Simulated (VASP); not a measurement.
Input of a VASP 6.6.1 run:

The input INCAR:

```
PREC = Accurate ; ENCUT = 580
EDIFF = 1E-7 ; ISMEAR = 0
SIGMA = 0.1 ; LREAL = F
LASPH = T ; NELM = 60
ALGO = Normal ; ISIF = 3
LWAVE = F ; LCHARG = F
GGA = PS ; IBRION = 2
NSW = 90 ; EDIFFG = -0.005
```

KPOINTS

```
regular mesh
0
Gamma
  18 18 18
```

File POSCAR:

```
Ti
1.0
    0.0000000000      2.0545745400      2.0545745400
    2.0545745400      0.0000000000      2.0545745400
    2.0545745400      2.0545745400      0.0000000000
Ti
1
Direct
    0.0000000000      0.0000000000      0.0000000000
```

Potentials or basis: VASP PAW PBE potentials, release 64 (Ti).

Launch:

```bash
$ cat potpaw_PBE.64/Ti/POTCAR > POTCAR
$ mpirun -np 1 vasp_std > vasp.out
```

Question: Estimate the relaxed volume.

Answer: 16.50 Å³/atom.

Question: What does it give for the relaxed cell?

Answer: a = 2.858 Å, b = 2.858 Å, c = 2.858 Å, α = 60.00°, β = 60.00°, γ = 60.00°.

Question: Predict the space group after relaxing (to 0.05 Å).

Answer: Fm-3m (No. 225).

Question: What does it give for the band gap on the k mesh?

Answer: None (metal or under the smearing width).

Step by step:
```tsv
step	energy change (eV)	largest force (eV/Å)	pressure (GPa)	volume (Å³)
1	0.0000	0.0000	-5.53	17.35
2	-0.0061	0.0000	4.89	15.89
3	-0.0152	0.0000	-0.01	16.50
```

Caveat: the PAW data sets were made with another functional, which shifts forces and pressure a little.
